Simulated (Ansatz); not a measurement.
PtSe2 (Sudovikovite):

```
Pt Se
1.0
     3.72400    0.00000    0.00000
    -1.86200    3.22508    0.00000
     0.00000    0.00000    5.06200
Pt Se
1 2
Direct
  0.00000 0.00000 0.00000
  0.66667 0.33333 0.75000
  0.33333 0.66667 0.25000
```

| Item | Value |
| --- | --- |
| Program | Ansatz 0.2.0 |
| Task | relaxation of cell and atoms |
| Functional | PBEsol |
| Potentials or basis | Ansatz PAW |
| Cutoff | 420 eV (not typed: the program's choice for these potentials) |
| k mesh | 8 × 8 × 5 |
| Occupations | fermi-dirac, width 0.05 eV |
| Spin | no spin polarisation |

At the start: volume 20.27 Å³/atom.

Problem. How do energy, volume and symmetry change on relaxing?

Solution. It ends after 6 steps and the volume is 19.78 Å³/atom (-2.4 %); space group P-3m1 (No. 164, to 0.05 Å).

Step by step:
```
step  energy change (eV)  largest force (eV/Å)  volume (Å³)
   1              0.0000                0.3390        60.80
   2             -0.0138                0.2498        59.97
   3             -0.0212                0.0451        59.93
   4             -0.0226                0.0042        59.21
   5             -0.0227                0.0006        59.35
   6             -0.0224                0.0006        59.35
```

Final structure:
```cif
data_structure
_symmetry_space_group_name_H-M 'P 1'
_symmetry_Int_Tables_number 1
_cell_length_a 3.7578
_cell_length_b 3.7578
_cell_length_c 4.8534
_cell_angle_alpha 90.000
_cell_angle_beta 90.000
_cell_angle_gamma 120.000
_cell_volume 59.35
loop_
_atom_site_label
_atom_site_type_symbol
_atom_site_fract_x
_atom_site_fract_y
_atom_site_fract_z
_atom_site_occupancy
Pt1 Pt 0.00000 0.00000 0.00000 1
Se1 Se 0.66667 0.33333 0.73787 1
Se2 Se 0.33333 0.66667 0.26213 1
```

Caveat: the plane-wave basis is chosen anew once the cell has moved, so the energies of steps on either side of that aren't comparable; the PAW data sets come from PBE, with cores solved anew for the run's functional, which leaves a small shift of forces and pressure.
